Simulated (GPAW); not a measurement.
# InAs (F-43m) in GPAW: a series of runs

One crystal, InAs, is run at these levels: PBE, rSCAN+D4, revPBE+D4, MS2; tasks: equation of state.

All numbers are computed with GPAW 26.7.0; they aren't measurements. Logs are shortened: lines on timing, memory, paths and dates and some standing lists are left out, and cuts for length are marked. The log counts tension as positive stress, the text compression.

**1. The structure**

Symmetry: F-43m, No. 216, cubic system. The conventional cell has a = 6.036 Å, b = 6.036 Å, c = 6.036 Å, α = 90.00°, β = 90.00°, γ = 90.00°. In (site symmetry -43m) is surrounded by 4 As at 2.61 Å. Around As (site symmetry -43m) lie 4 In at 2.61 Å.

**2. Equation of state, PBE**

File run.py:

```python
from ase import Atoms
from ase.eos import EquationOfState
from ase.io import Trajectory
from ase.units import GPa
from gpaw import GPAW

atoms = Atoms(['In', 'As'],
              cell=[[0.0, 3.018, 3.018],
                    [3.018, 0.0, 3.018],
                    [3.018, 3.018, 0.0]],
              scaled_positions=[[0.0, 0.0, 0.0],
                                [0.75, 0.75, 0.75]],
              pbc=True)

traj = Trajectory('eos.traj', 'w')
volumes, energies = [], []
for x in [0.94, 0.96, 0.98, 1.0, 1.02, 1.04, 1.06]:
    a = atoms.copy()
    a.set_cell(atoms.cell * x**(1 / 3), scale_atoms=True)
    calc = GPAW(mode='lcao',
                h=0.18,
                basis='sz(dzp)',
                xc='PBE',
                kpts={'size': (6, 6, 6), 'gamma': True},
                occupations={'name': 'fermi-dirac', 'width': 0.05},
                convergence={'density': 1e-05, 'energy': 1e-05},
                maxiter=150,
                txt=f'eos-{x:.2f}.txt')
    a.calc = calc
    energies.append(a.get_potential_energy(force_consistent=True))
    volumes.append(a.get_volume())
    calc.write(f'eos-{x:.2f}.gpw')
    traj.write(a)
    print(f'{x:.2f} {volumes[-1]:10.4f} A^3 {energies[-1]:14.6f} eV', flush=True)

v0, e0, B = EquationOfState(volumes, energies, eos='birchmurnaghan').fit()
print(f'V0 = {v0:.4f} A^3, E0 = {e0:.6f} eV, B0 = {B / GPa:.2f} GPa')
```

Potentials or basis: GPAW PAW data sets (gpaw-data 1.2.1), lcao:sz(dzp).

On the command line:

```sh
OMP_NUM_THREADS=1 python run.py
```

Log:

```text
__  _  _
 | _ |_)|_||  |
 |__||  | ||/\| - 26.7.0

Input parameters:
  mode=LCAO(),
  basis={'default': 'sz(dzp)'},
  convergence={'density': 1e-05, 'energy': 1e-05},
  h=0.18,
  kpts=MonkhorstPack(size=(6, 6, 6), gamma=True),
  maxiter=150,
  occupations=Occupations(name='fermi-dirac', width=0.05),
  xc=XC(name='PBE')

                     As

       In

Atoms  # Å, Bohr magnetons
|   | symbol |        x |        y |        z |    initial magnetic moments |
|---|--------|----------|----------|----------|-----------------------------|
| 0 |     In | 0.000000 | 0.000000 | 0.000000 | ( 0.0000,  0.0000,  0.0000) |
| 1 |     As | 4.434586 | 4.434586 | 4.434586 | ( 0.0000,  0.0000,  0.0000) |

Unit cell  # Å
| periodic |        x |        y |        z |  lengths |    angles |
|----------|----------|----------|----------|----------|-----------|
|      yes | 0.000000 | 2.956391 | 2.956391 | 4.180968 | 60.000000 |
|      yes | 2.956391 | 0.000000 | 2.956391 | 4.180968 | 60.000000 |
|      yes | 2.956391 | 2.956391 | 0.000000 | 4.180968 | 60.000000 |

Number of symmetries: 24
Symmetry operations  # r_c * U_cc + t_c -> r_c
|    | kind |            matrix            |
|----|------|------------------------------|
|  0 |  E   |  1, 0, 0,  0, 1, 0,  0, 0, 1 |
|  1 |  σ   |  1, 0, 0,  0, 0, 1,  0, 1, 0 |
|  2 |  σ   |  1, 0,-1,  0, 1,-1,  0, 0,-1 |
|  3 |  C3  |  1, 0,-1,  0, 0,-1,  0, 1,-1 |
|  4 |  C3  |  1,-1, 0,  0,-1, 1,  0,-1, 0 |
|  5 |  σ   |  1,-1, 0,  0,-1, 0,  0,-1, 1 |
|  6 |  σ   |  0, 1, 0,  1, 0, 0,  0, 0, 1 |
|  7 |  C3  |  0, 1, 0,  0, 0, 1,  1, 0, 0 |
|  8 |  C2  |  0, 1,-1,  1, 0,-1,  0, 0,-1 |
|  9 |  S4  |  0, 1,-1,  0, 0,-1,  1, 0,-1 |
| 10 |  C3  |  0, 0, 1,  1, 0, 0,  0, 1, 0 |
| 11 |  σ   |  0, 0, 1,  0, 1, 0,  1, 0, 0 |
| 12 |  S4  |  0, 0,-1,  1, 0,-1,  0, 1,-1 |
| 13 |  C3  |  0, 0,-1,  0, 1,-1,  1, 0,-1 |
| 14 |  S4  |  0,-1, 1,  1,-1, 0,  0,-1, 0 |
| 15 |  C2  |  0,-1, 1,  0,-1, 0,  1,-1, 0 |
| 16 |  C3  |  0,-1, 0,  1,-1, 0,  0,-1, 1 |
| 17 |  S4  |  0,-1, 0,  0,-1, 1,  1,-1, 0 |
| 18 |  S4  | -1, 1, 0, -1, 0, 1, -1, 0, 0 |
| 19 |  C3  | -1, 1, 0, -1, 0, 0, -1, 0, 1 |
| 20 |  C3  | -1, 0, 1, -1, 1, 0, -1, 0, 0 |
| 21 |  S4  | -1, 0, 1, -1, 0, 0, -1, 1, 0 |
| 22 |  σ   | -1, 0, 0, -1, 1, 0, -1, 0, 1 |
| 23 |  C2  | -1, 0, 0, -1, 0, 1, -1, 1, 0 |

BZ-sampling:
  Number of BZ points: 216
  Number of IBZ points: 16

  Monkhorst-Pack size: [6, 6, 6]
  Monkhorst-Pack shift: [0.08333333333333333, 0.08333333333333333, 0.08333333333333333]

K-points  # in reciprocal-cell coordinates
|     |                                coordinates |     weight |
|-----|--------------------------------------------|------------|
|   0 | (  0.00000000,   0.00000000,   0.00000000) | 0.00462963 |
|   1 | (  0.16666667,   0.16666667,   0.00000000) | 0.02777778 |
|   2 | (  0.16666667,   0.16666667,   0.16666667) | 0.03703704 |
|   3 | (  0.33333333,   0.16666667,   0.16666667) | 0.05555556 |
|   4 | (  0.33333333,   0.33333333,  -0.33333333) | 0.05555556 |
|   5 | (  0.33333333,   0.33333333,   0.00000000) | 0.02777778 |
|   6 | (  0.33333333,   0.33333333,   0.16666667) | 0.11111111 |
|   7 | (  0.33333333,   0.33333333,   0.33333333) | 0.03703704 |
|   8 | (  0.50000000,   0.33333333,  -0.33333333) | 0.11111111 |
|   9 | (  0.50000000,   0.33333333,  -0.16666667) | 0.05555556 |
| ... |                                            |            |
|  15 | (  0.50000000,   0.50000000,   0.50000000) | 0.01851852 |

basis functions: 13
Spin-components: 1 (collinear spins)
Bands:           13
Projectors:      11
Spin-degeneracy: 2
Datatype:        <class 'complex'>

Parallelization:
  kpt:    1
  domain: 1
  band:   1

Density:
  Valence electrons: 18.0
  Components: 1
  Grid points: [20 20 20]
  Charge: 0.0  # |e|

Potential:
  Grid points: [20 20 20]

species:
  In:
    name:    Indium
    Z:       49.0
    valence: 13
    core:    36
    charge:  0.0  # [|e|]
    compensation charges:
      type: gauss
      rc: 0.36  # [Å]
      lmax: 2
    cutoffs:
      filter: 2.09  # [Å]
      core: 2.48  # [Å]
    projectors
    | kind |    occ | energy [eV] | rcut [Å] |
    |------|--------|-------------|----------|
    |   5s |  2.000 |      -8.203 |    1.185 |
    |   5p |  1.000 |      -2.521 |    1.244 |
    |   4d | 10.000 |     -18.629 |    1.148 |
    |    s |        |      19.008 |    1.185 |
    |    p |        |      24.691 |    1.244 |
    |    d |        |       8.583 |    1.148 |

    LCAO basis set for In:
      Name: sz(dzp)
      File: <dir>
      Number of radial functions: 3
      Number of spherical harmonics: 9
        l=0, rc=7.7188 Bohr: 5s-sz confined orbital
        l=1, rc=10.7500 Bohr: 5p-sz confined orbital
        l=2, rc=4.4219 Bohr: 4d-sz confined orbital
      Number of RI-basis functions 0
[... 85 lines left out ...]
|  3 |  C3  |  1, 0,-1,  0, 0,-1,  0, 1,-1 |
|  4 |  C3  |  1,-1, 0,  0,-1, 1,  0,-1, 0 |
|  5 |  σ   |  1,-1, 0,  0,-1, 0,  0,-1, 1 |
|  6 |  σ   |  0, 1, 0,  1, 0, 0,  0, 0, 1 |
|  7 |  C3  |  0, 1, 0,  0, 0, 1,  1, 0, 0 |
|  8 |  C2  |  0, 1,-1,  1, 0,-1,  0, 0,-1 |
|  9 |  S4  |  0, 1,-1,  0, 0,-1,  1, 0,-1 |
| 10 |  C3  |  0, 0, 1,  1, 0, 0,  0, 1, 0 |
| 11 |  σ   |  0, 0, 1,  0, 1, 0,  1, 0, 0 |
| 12 |  S4  |  0, 0,-1,  1, 0,-1,  0, 1,-1 |
| 13 |  C3  |  0, 0,-1,  0, 1,-1,  1, 0,-1 |
| 14 |  S4  |  0,-1, 1,  1,-1, 0,  0,-1, 0 |
| 15 |  C2  |  0,-1, 1,  0,-1, 0,  1,-1, 0 |
| 16 |  C3  |  0,-1, 0,  1,-1, 0,  0,-1, 1 |
| 17 |  S4  |  0,-1, 0,  0,-1, 1,  1,-1, 0 |
| 18 |  S4  | -1, 1, 0, -1, 0, 1, -1, 0, 0 |
| 19 |  C3  | -1, 1, 0, -1, 0, 0, -1, 0, 1 |
| 20 |  C3  | -1, 0, 1, -1, 1, 0, -1, 0, 0 |
| 21 |  S4  | -1, 0, 1, -1, 0, 0, -1, 1, 0 |
| 22 |  σ   | -1, 0, 0, -1, 1, 0, -1, 0, 1 |
| 23 |  C2  | -1, 0, 0, -1, 0, 1, -1, 1, 0 |

BZ-sampling:
  Number of BZ points: 216
  Number of IBZ points: 16

  Monkhorst-Pack size: [6, 6, 6]
  Monkhorst-Pack shift: [0.08333333333333333, 0.08333333333333333, 0.08333333333333333]

K-points  # in reciprocal-cell coordinates
|     |                                coordinates |     weight |
|-----|--------------------------------------------|------------|
|   0 | (  0.00000000,   0.00000000,   0.00000000) | 0.00462963 |
|   1 | (  0.16666667,   0.16666667,   0.00000000) | 0.02777778 |
|   2 | (  0.16666667,   0.16666667,   0.16666667) | 0.03703704 |
|   3 | (  0.33333333,   0.16666667,   0.16666667) | 0.05555556 |
|   4 | (  0.33333333,   0.33333333,  -0.33333333) | 0.05555556 |
|   5 | (  0.33333333,   0.33333333,   0.00000000) | 0.02777778 |
|   6 | (  0.33333333,   0.33333333,   0.16666667) | 0.11111111 |
|   7 | (  0.33333333,   0.33333333,   0.33333333) | 0.03703704 |
|   8 | (  0.50000000,   0.33333333,  -0.33333333) | 0.11111111 |
|   9 | (  0.50000000,   0.33333333,  -0.16666667) | 0.05555556 |
| ... |                                            |            |
|  15 | (  0.50000000,   0.50000000,   0.50000000) | 0.01851852 |

basis functions: 13
Spin-components: 1 (collinear spins)
Bands:           13
Projectors:      11
Spin-degeneracy: 2
Datatype:        <class 'complex'>

Parallelization:
  kpt:    1
  domain: 1
  band:   1

Density:
  Valence electrons: 18.0
  Components: 1
  Grid points: [20 20 20]
  Charge: 0.0  # |e|

Potential:
  Grid points: [20 20 20]

species:
  In:
    name:    Indium
    Z:       49.0
    valence: 13
    core:    36
    charge:  0.0  # [|e|]
    compensation charges:
      type: gauss
      rc: 0.36  # [Å]
      lmax: 2
    cutoffs:
      filter: 2.09  # [Å]
      core: 2.48  # [Å]
    projectors
    | kind |    occ | energy [eV] | rcut [Å] |
    |------|--------|-------------|----------|
    |   5s |  2.000 |      -8.203 |    1.185 |
    |   5p |  1.000 |      -2.521 |    1.244 |
    |   4d | 10.000 |     -18.629 |    1.148 |
    |    s |        |      19.008 |    1.185 |
    |    p |        |      24.691 |    1.244 |
    |    d |        |       8.583 |    1.148 |

    LCAO basis set for In:
      Name: sz(dzp)
      File: <dir>
      Number of radial functions: 3
      Number of spherical harmonics: 9
        l=0, rc=7.7188 Bohr: 5s-sz confined orbital
        l=1, rc=10.7500 Bohr: 5p-sz confined orbital
        l=2, rc=4.4219 Bohr: 4d-sz confined orbital
      Number of RI-basis functions 0

  As:
    name:    Arsenic
    Z:       33.0
    valence: 5
    core:    28
    charge:  0.0  # [|e|]
    compensation charges:
      type: gauss
      rc: 0.33  # [Å]
      lmax: 2
    cutoffs:
      filter: 1.87  # [Å]
      core: 2.96  # [Å]
    projectors
    | kind |    occ | energy [eV] | rcut [Å] |
    |------|--------|-------------|----------|
    |   4s |  2.000 |     -14.487 |    1.058 |
    |   4p |  3.000 |      -5.196 |    1.058 |
    |    s |        |      12.725 |    1.058 |
    |    p |        |      22.016 |    1.058 |
    |    d |        |       0.000 |    1.058 |

    LCAO basis set for As:
      Name: sz(dzp)
      File: <dir>
      Number of radial functions: 2
      Number of spherical harmonics: 4
        l=0, rc=6.1250 Bohr: 4s-sz confined orbital
        l=1, rc=7.9531 Bohr: 4p-sz confined orbital
      Number of RI-basis functions 0

Reference energy: -221478.393260  # eV

eigensolver:
  <gpaw.new.lcao.eigensolver.LCAOEigensolver object>
density mixing:
  MSR1-Mixer
  Pratt-step length: 0.05
  Maximum mixing coefficient: 0.75
  Old densities: 10
  SVD Regularization: 0.005
  Good broyden scale: 1.0
  Trust region scale: 1.0
  Backstep threshold: 4.0
  History deletion threshold: 6.0
  Fourier metric: weight=20.0, sigma=0.015

occupation numbers:
  Fermi-Dirac:
    width: 0.0500  # eV

FastPoissonSolver using
    Stencil: 12*3+1=37 point O(h^6) finite-difference Laplacian
    FFT axes: [np.int64(0), np.int64(1), np.int64(2)]
    FST axes: []

xc functional:
  name: PBE with 2 nearest neighbor stencil
interpolation: tri-quintic # 5. degree polynomial

convergence criteria:
- Maximum integral of absolute [dens]ity change: 1e-05 electrons / valence electron
- Maximum [total energy] change in last 3 cyles: 1e-05 eV / valence electron
- Maximum integral of absolute [eigenst]ate change: 4e-08 eV^2 / valence electron
maximum number of iterations: 150

SCF iterations
|iter     | |      energy | eigst |  dens |
|---------|-|-------------|-------|-------|
|iter:   1| |   -6.422811 |      c|       |
|iter:   2| |   -6.409943 |      c| -1.28 |
|iter:   3| |   -6.346177 |      c| -1.31 |
|iter:   4| |   -6.344882 |      c| -1.96 |
|iter:   5| |   -6.344802 |      c| -2.54 |
|iter:   6| |   -6.344802c|      c| -4.07 |
|iter:   7| |   -6.344802c|      c| -4.52 |
|iter:   8| |   -6.344802c|      c| -5.70c|

Converged in 8 steps
Energy contributions relative to reference atoms: (reference = -221478.393260)

Energy contributions:
  Kinetic:          59.173642
  Coulomb:         -52.745947
  Zero:              0.113679
  External:          0.000000
  Xc:              -12.885986
  Entropy:          -0.000382
  Spinorbit:         0.000000
  ----------------------------
  Free energy:      -6.344993
  Extrapolated:     -6.344802

dipole moment: (-16.158632, -16.158632, -16.158632)  # |e|*Ang

Fermi level: 5.679
Eigenvalues  # (at kpt = [0.000, 0.000, 0.000])
| band index |      eig [eV] | occ [0-2] |
|------------|---------------|-----------|
|          0 |        -8.565 |     2.000 |
|          1 |        -8.565 |     2.000 |
|          2 |        -8.563 |     2.000 |
|          3 |        -8.321 |     2.000 |
|          4 |        -8.321 |     2.000 |
|          5 |        -6.885 |     2.000 |
|          6 |         5.516 |     1.927 |
|          7 |         5.516 |     1.927 |
|          8 |         5.516 |     1.926 |
|          9 |         5.783 |     0.221 |
|         10 |        10.058 |     0.000 |
|         11 |        10.059 |     0.000 |
|         12 |        10.059 |     0.000 |

Gap: 0.267 eV
Transition (v -> c):
  (s=0, k=0, n=8, [0.00, 0.00, 0.00]) -> (s=0, k=0, n=9, [0.00, 0.00, 0.00])
No difference between direct/indirect transitions
# Writing to eos-0.94.gpw (mode='')
```

Wall time 46 s (1 thread of Arm Neoverse V1, shared host); peak memory 0.23 GiB.

These settings aren't checked as converged: the numbers below hold their error.

What came out:

```
Equilibrium volume : 30.33 Å³/atom (rough: see the caveat)
Bulk modulus       : 50 GPa (rough)
```

Caveat: the minimum lies outside the volumes run; the basis of atomic orbitals isn't converged, which shifts pressures, moduli and gaps.

**3. Equation of state, rSCAN+D4**

File run.py:

```python
from ase.calculators.mixing import SumCalculator
from ase.eos import EquationOfState
from ase.io import Trajectory
from ase.spacegroup import crystal
from ase.units import GPa
from dftd4.ase import DFTD4
from gpaw import GPAW, PW

# In 4a
# As 4c
atoms = crystal(['In', 'As'],
                basis=[[0.0, 0.0, 0.0],
                       [0.25, 0.25, 0.25]],
                spacegroup=216, setting=1,  # F-43m
                cellpar=[6.036, 6.036, 6.036, 90.0, 90.0, 90.0],
                primitive_cell=True)

traj = Trajectory('eos.traj', 'w')
volumes, energies = [], []
for x in [0.94, 0.96, 0.98, 1.0, 1.02, 1.04, 1.06]:
    a = atoms.copy()
    a.set_cell(atoms.cell * x**(1 / 3), scale_atoms=True)
    calc = GPAW(mode=PW(600),
                xc='MGGA_X_RSCAN+MGGA_C_RSCAN',
                kpts={'size': (6, 6, 6), 'gamma': True},
                occupations={'name': 'fermi-dirac', 'width': 0.05},
                nbands=18,
                convergence={'density': 1e-05, 'energy': 1e-05},
                maxiter=150,
                txt=f'eos-{x:.2f}.txt')
    a.calc = SumCalculator([calc, DFTD4(method='rscan')])
    energies.append(a.get_potential_energy())
    volumes.append(a.get_volume())
    p = -a.get_stress()[:3].mean() / GPa
    calc.write(f'eos-{x:.2f}.gpw')
    traj.write(a)
    print(f'{x:.2f} {volumes[-1]:10.4f} A^3 {energies[-1]:14.6f} eV {p:9.3f} GPa', flush=True)

v0, e0, B = EquationOfState(volumes, energies, eos='birchmurnaghan').fit()
print(f'V0 = {v0:.4f} A^3, E0 = {e0:.6f} eV, B0 = {B / GPa:.2f} GPa')
```

Potentials or basis: GPAW PAW data sets (gpaw-data 1.2.1), pw.

On the command line:

```sh
OMP_NUM_THREADS=1 python run.py
```

Wall time 4.6 min (1 thread of Arm Neoverse V1, shared host); peak memory 0.88 GiB.

Results (log left out):

* Equilibrium volume: 28.07 Å³/atom (rough: see the caveat)
* Bulk modulus: 58 GPa (rough)

Energy against volume, from the lowest point:
| volume (Å³/atom) | energy (meV/atom) |
| --- | --- |
| 25.840 | 37.94 |
| 26.389 | 20.61 |
| 26.939 | 8.91 |
| 27.489 | 2.21 |
| 28.039 | 0.00 |
| 28.588 | 1.70 |
| 29.138 | 6.87 |

Caveat: the points scatter about the fit; the PAW data sets were made with another functional, which shifts forces and pressure a little.

**4. Equation of state, revPBE+D4**

run.py: that of step 3 with these lines changed.

```diff
@@ -2,4 +2,3 @@
 from ase.eos import EquationOfState
-from ase.io import Trajectory
-from ase.spacegroup import crystal
+from ase.io import Trajectory, read
 from ase.units import GPa
@@ -8,10 +7,3 @@
 
-# In 4a
-# As 4c
-atoms = crystal(['In', 'As'],
-                basis=[[0.0, 0.0, 0.0],
-                       [0.25, 0.25, 0.25]],
-                spacegroup=216, setting=1,  # F-43m
-                cellpar=[6.036, 6.036, 6.036, 90.0, 90.0, 90.0],
-                primitive_cell=True)
+atoms = read('InAs.xyz')
 
@@ -23,3 +15,3 @@
     calc = GPAW(mode=PW(600),
-                xc='MGGA_X_RSCAN+MGGA_C_RSCAN',
+                xc='revPBE',
                 kpts={'size': (6, 6, 6), 'gamma': True},
@@ -30,3 +22,3 @@
                 txt=f'eos-{x:.2f}.txt')
-    a.calc = SumCalculator([calc, DFTD4(method='rscan')])
+    a.calc = SumCalculator([calc, DFTD4(method='revpbe')])
     energies.append(a.get_potential_energy())
```

File InAs.xyz:

```xyz
2
Lattice="0.0000000000 3.0180000000 3.0180000000 3.0180000000 0.0000000000 3.0180000000 3.0180000000 3.0180000000 0.0000000000" Properties=species:S:1:pos:R:3 pbc="T T T"
In     0.0000000000      0.0000000000      0.0000000000
As     4.5270000000      4.5270000000      4.5270000000
```

Potentials or basis: the program's PAW data sets (release 1.2.1) made for this functional, pw.

On the command line:

```sh
OMP_NUM_THREADS=1 python run.py
```

It took 69 s on 1 thread of Arm Neoverse V1, shared host; peak memory 0.27 GiB.

The run converged. Its results:

| Quantity | Value |
| --- | --- |
| Equilibrium volume | 28.36 Å³/atom |
| Bulk modulus | 55 GPa |
| Pressure derivative of the bulk modulus | 4.3 |

Energy against volume, from the lowest point:
| volume (Å³/atom) | energy (meV/atom) |
| --- | --- |
| 25.840 | 44.66 |
| 26.389 | 26.16 |
| 26.939 | 12.96 |
| 27.489 | 4.50 |
| 28.039 | 0.31 |
| 28.588 | 0.00 |
| 29.138 | 3.15 |

(Continued in part 2 of 2.)
